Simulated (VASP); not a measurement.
KCl (Sylvite), 2 atoms in the cell. It takes space group Fm-3m (No. 225, cubic). Conventional cell: a = 6.293 Å, b = 6.293 Å, c = 6.293 Å, α = 90.00°, β = 90.00°, γ = 90.00°. Around K (site symmetry m-3m) lie 6 Cl at 3.15 Å. Cl (site symmetry m-3m) has 6 K at 3.15 Å as nearest neighbours. 

| Item | Value |
| --- | --- |
| Program | VASP 6.6.1 |
| Task | relaxation of cell and atoms |
| Functional | RPBE |
| Potentials or basis | VASP PAW PBE potentials, release 64 (K_sv, Cl) |
| Cutoff | 600 eV |
| k mesh | 7 × 7 × 7 |
| Occupations | gaussian, width 0.1 eV |
| Spin | collinear spin, program default start |
| Starting moments | [1.0, 1.0] μB |
| Optimiser | BFGSLineSearch |
| Further INCAR settings | ALGO = Fast; EDIFF = 1.00e-06 |

Potentials or basis: VASP PAW PBE potentials, release 64 (K_sv, Cl).

Run with:

```bash
$ python run.py
```

Hardware: 1 thread of Intel(R) Xeon(R) Platinum 8488C (Sapphire Rapids), with other jobs on the host.

Q: How long does it take, and how much memory?

A: Wall time 4.8 min on 1 thread of Intel(R) Xeon(R) Platinum 8488C (Sapphire Rapids) (shared host), peak memory 0.28 GiB. Counts: scf iterations 19, k points 20, ion steps 4.
